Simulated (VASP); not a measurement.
Given:

```
BaSnO3
1.0
    4.13580     0.00000     0.00000
    0.00000     4.13580     0.00000
    0.00000     0.00000     4.13580
Ba Sn O
1 1 3
Cartesian
  0.00000   0.00000   0.00000
  2.06790   2.06790   2.06790
  2.06790   0.00000   2.06790
  0.00000   2.06790   2.06790
  2.06790   2.06790   0.00000
```

These are SCAN meta-GGA, VASP's PBE PAW potentials (set 64) (plane waves; VASP 6.6.1) values and carry that method's errors. Settings: 520 eV cut-off, 6×6×6 Γ-centred mesh, tetrahedra with Blöchl corrections, potentials Ba_sv Sn_d O.

Unless said otherwise, spin-orbit coupling is left out, though it shifts the bands of the heavy elements here.

Problem. Predict the energy per atom (σ→0), band gap (over mesh and band path) with the smallest direct gap where there is one.

Solution. 
```json
{
 "band gap (over mesh and band path)": "1.39 eV",
 "smallest direct gap (over mesh and band path)": "1.90 eV",
 "energy per atom (σ→0)": "-21.249 eV/atom"
}
```

Only differences to runs with the same potentials and settings are physical.

The compound is BaSnO3 in the cubic perovskite structure. It was relaxed first.
